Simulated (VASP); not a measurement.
# CoSi (P2_13) in VASP: a series of runs, part 2 of 3

VASP 6.6.1. The steps go on from the part before.

## 3. Relaxation of cell and atoms, PBEsol

This run uses another cell than the first one, of 10.55 Å³/atom, 0.966 times its volume.

INCAR reads:

```
ALGO = Normal ; EDIFF = 1E-7
EDIFFG = -0.005 ; ENCUT = 600
GGA = PS ; IBRION = 2
ISIF = 3 ; ISMEAR = 1
KPAR = 4 ; LASPH = True
LCHARG = False ; LREAL = False
LWAVE = False ; NELM = 80
NSW = 90 ; PREC = Accurate
SIGMA = 0.1
```

KPOINTS reads:

```
k-points
0
Gamma
  8 8 8
```

POSCAR reads:

```
CoSi                                    
1.0
    4.3865828316     -0.0000000000      0.0000000000
    0.0000000000      4.3865828316     -0.0000000000
   -0.0000000000      0.0000000000      4.3865828316
  Co              Si            
     4     4
Direct
     0.1457490868802596    0.1457490868802596    0.1457490868802596
     0.3542509131197404    0.8542509131197406    0.6457490868802594
     0.6457490868802594    0.3542509131197404    0.8542509131197406
     0.8542509131197406    0.6457490868802594    0.3542509131197404
     0.8433334719475574    0.8433334719475574    0.8433334719475574
     0.6566665280524426    0.1566665280524427    0.3433334719475573
     0.3433334719475573    0.6566665280524426    0.1566665280524427
     0.1566665280524427    0.3433334719475573    0.6566665280524426
```

Potentials or basis: VASP PAW PBE potentials, release 64 (Co, Si).

On the command line:

```bash
$ cat potpaw_PBE.64/Co/POTCAR potpaw_PBE.64/Si/POTCAR > POTCAR
$ mpirun -np 4 vasp_std > vasp.out
```

OUTCAR:

```text
EDIFF = 1E-7
   EDIFFG = -0.005
   ENCUT = 600
   GGA = PS
   IBRION = 2
   ISIF = 3
   ISMEAR = 1
   LASPH = True
   LREAL = False
   NELM = 80
   NSW = 90
   PREC = Accurate

 ion  position               nearest neighbor table
   1  0.146  0.146  0.146-   5 2.30   6 2.31   7 2.31   8 2.31   7 2.40   8 2.40   6 2.40   3 2.70
                             4 2.70   2 2.70   2 2.70   4 2.70   3 2.70
   2  0.354  0.854  0.646-   6 2.30   5 2.31   7 2.31   8 2.31   7 2.40   8 2.40   5 2.40   1 2.70
                             1 2.70   3 2.70   3 2.70   4 2.70   4 2.70
   3  0.646  0.354  0.854-   7 2.30   6 2.31   5 2.31   8 2.31   8 2.40   6 2.40   5 2.40   1 2.70
                             4 2.70   2 2.70   2 2.70   4 2.70   1 2.70
   4  0.854  0.646  0.354-   8 2.30   6 2.31   7 2.31   5 2.31   6 2.40   5 2.40   7 2.40   1 2.70
                             3 2.70   2 2.70   1 2.70   2 2.70   3 2.70
   5  0.843  0.843  0.843-   1 2.30   2 2.31   3 2.31   4 2.31   3 2.40   4 2.40   2 2.40   6 2.71
                             7 2.71   8 2.71   6 2.71   8 2.71   7 2.71
   6  0.657  0.157  0.343-   2 2.30   1 2.31   3 2.31   4 2.31   3 2.40   4 2.40   1 2.40   8 2.71
                             5 2.71   5 2.71   7 2.71   7 2.71   8 2.71
   7  0.343  0.657  0.157-   3 2.30   2 2.31   1 2.31   4 2.31   4 2.40   2 2.40   1 2.40   8 2.71
                             5 2.71   8 2.71   6 2.71   6 2.71   5 2.71
   8  0.157  0.343  0.657-   4 2.30   2 2.31   3 2.31   1 2.31   2 2.40   1 2.40   3 2.40   7 2.71
                             5 2.71   7 2.71   5 2.71   6 2.71   6 2.71

  LATTYP: Found a simple cubic cell.
 ALAT       =     4.3865828316

  Lattice vectors:

 A1 = (   4.3865828316,   0.0000000000,   0.0000000000)
 A2 = (   0.0000000000,   4.3865828316,   0.0000000000)
 A3 = (   0.0000000000,   0.0000000000,   4.3865828316)

Analysis of symmetry for initial positions (statically):
=====================================================================
 Subroutine PRICEL returns:
 Original cell was already a primitive cell.

 Routine SETGRP: Setting up the symmetry group for a
 simple cubic supercell.

 Subroutine GETGRP returns: Found 12 space group operations
 (whereof  3 operations were pure point group operations)
 out of a pool of 48 trial point group operations.
[... 161 lines left out ...]
 non-spin polarized calculation
 Methfessel and Paxton  Order N= 1 SIGMA  =   0.10
  energy-cutoff  :      600.00
  volume of cell :       84.41
 maximum number of plane-waves:      2872
   NGX = 17   NGY = 17   NGZ = 17

 number of electron      51.9999988 magnetization

 Free energy of the ion-electron system (eV)
  ---------------------------------------------------
  ext. energy  EPLUGINS =         0.00000000
  ---------------------------------------------------
  free energy    TOTEN  =       -59.82330040 eV

  energy without entropy =      -59.82565902  energy(sigma->0) =      -59.82408661

 E-fermi :  12.4489     XC(G=0): -13.1267

 val. band max:       12.4428414005   @ k =   0.1250   0.1250   0.1250
 cond. band min:      12.4585999454   @ k =   0.5000   0.5000   0.3750
 fundamental gap:      0.0157585449
 Fermi energy:        12.4489451586

 k-point     1 :       0.0000    0.0000    0.0000
  band No.  band energies     occupation
      1      -1.4590      2.00000
      2       4.1522      2.00000
      3       4.1522      2.00000
      4       4.1522      2.00000
      5       6.8286      2.00000
      6       6.8286      2.00000
[... 805 lines left out ...]
     30      14.5506      0.00000
     31      15.4324      0.00000

 [... further k-points ...]

------------------------ aborting loop because EDIFF is reached ----------------------------------------

  FORCE on cell =-STRESS in cart. coord.  units (eV):
  Direction    XX          YY          ZZ          XY          YZ          ZX
  --------------------------------------------------------------------------------------
  -------------------------------------------------------------------------------------
  Total       -0.0203228     -0.0203228     -0.0203228      0.0000000      0.0000000      0.0000000
  in kB       -0.3857586     -0.3857586     -0.3857586      0.0000000      0.0000000      0.0000000
  external PRESSURE =      -0.3857586 kB  Pullay stress =       0.0000000 kB

 VOLUME and BASIS-vectors are now :
 -----------------------------------------------------------------------------
  energy-cutoff  :      600.00
  volume of cell :       84.41
      direct lattice vectors                 reciprocal lattice vectors
     4.386582832  0.000000000  0.000000000     0.227967883  0.000000000  0.000000000
     0.000000000  4.386582832  0.000000000     0.000000000  0.227967883  0.000000000
     0.000000000  0.000000000  4.386582832     0.000000000  0.000000000  0.227967883

 POSITION                                       TOTAL-FORCE (eV/Angst)
 -----------------------------------------------------------------------------------
      0.63934      0.63934      0.63934         0.000929      0.000929      0.000929
      1.55395      3.74724      2.83263        -0.000929     -0.000929      0.000929
      2.83263      1.55395      3.74724         0.000929     -0.000929     -0.000929
      3.74724      2.83263      1.55395        -0.000929      0.000929     -0.000929
      3.69935      3.69935      3.69935        -0.000554     -0.000554     -0.000554
      2.88052      0.68723      1.50606         0.000554      0.000554     -0.000554
      1.50606      2.88052      0.68723        -0.000554      0.000554      0.000554
      0.68723      1.50606      2.88052         0.000554     -0.000554      0.000554
 -----------------------------------------------------------------------------------
    total drift:                                0.000000      0.000000      0.000000

  FREE ENERGIE OF THE ION-ELECTRON SYSTEM (eV)
  ---------------------------------------------------
  free  energy   TOTEN  =       -59.8233004023 eV

  energy  without entropy=      -59.8256590218  energy(sigma->0) =      -59.82408661

 reached required accuracy - stopping structural energy minimisation
```

CONTCAR:

```text
CoSi
   1.00000000000000
     4.3865828316000002    0.0000000000000000    0.0000000000000000
     0.0000000000000000    4.3865828316000002    0.0000000000000000
     0.0000000000000000    0.0000000000000000    4.3865828316000002
  Co              Si
     4     4
Direct
     0.1457490868802580    0.1457490868802580    0.1457490868802580
     0.3542509131197420    0.8542509131197420    0.6457490868802580
     0.6457490868802580    0.3542509131197420    0.8542509131197420
     0.8542509131197420    0.6457490868802580    0.3542509131197420
     0.8433334719475596    0.8433334719475596    0.8433334719475596
     0.6566665280524404    0.1566665280524404    0.3433334719475596
     0.3433334719475596    0.6566665280524404    0.1566665280524404
     0.1566665280524404    0.3433334719475596    0.6566665280524404

  0.00000000E+00  0.00000000E+00  0.00000000E+00
  0.00000000E+00  0.00000000E+00  0.00000000E+00
  0.00000000E+00  0.00000000E+00  0.00000000E+00
  0.00000000E+00  0.00000000E+00  0.00000000E+00
  0.00000000E+00  0.00000000E+00  0.00000000E+00
  0.00000000E+00  0.00000000E+00  0.00000000E+00
  0.00000000E+00  0.00000000E+00  0.00000000E+00
  0.00000000E+00  0.00000000E+00  0.00000000E+00
```

Run time: 48 s. Hardware: 4 MPI ranks of Intel Xeon Platinum 8259CL at 2.50GHz (Skylake/Cascade Lake), shared host; peak memory 0.28 GiB.

Results:

- Free energy: -59.8233 eV
- Pressure after relaxing: 0.0 GPa
- Band gap on the k mesh: none (metal or under the smearing width)

Final structure:
```
Co Si
1.0
     4.38658    0.00000    0.00000
     0.00000    4.38658    0.00000
     0.00000    0.00000    4.38658
Co Si
4 4
Direct
  0.14575 0.14575 0.14575
  0.35425 0.85425 0.64575
  0.64575 0.35425 0.85425
  0.85425 0.64575 0.35425
  0.84333 0.84333 0.84333
  0.65667 0.15667 0.34333
  0.34333 0.65667 0.15667
  0.15667 0.34333 0.65667
```

Levels at points of the mesh, in eV from the Fermi level:
| k point | band 22 | band 23 | band 24 | band 25 | band 26 | band 27 | band 28 | band 29 | band 30 | band 31 |
| --- | --- | --- | --- | --- | --- | --- | --- | --- | --- | --- |
| (0.00, 0.00, 0.00) | -0.93 | -0.80 | -0.80 | 0.01 | 0.01 | 0.01 | 2.67 | 2.67 | 2.67 | 3.02 |
| (0.50, 0.00, 0.00) | -1.07 | -0.66 | -0.66 | -0.49 | -0.49 | 1.06 | 1.06 | 1.61 | 1.61 | 4.41 |
| (0.50, 0.50, 0.00) | -1.53 | -1.02 | -1.02 | -0.03 | -0.03 | 0.64 | 0.64 | 2.14 | 2.14 | 2.63 |
| (0.50, 0.50, 0.50) | -1.26 | -1.26 | -1.26 | -0.22 | -0.22 | -0.22 | -0.22 | 5.64 | 5.64 | 5.64 |

Caveat: the relaxation stopped at its first step, so nothing moved; the PAW data sets were made with another functional, which shifts forces and pressure a little.

[end of part 2 of 3]
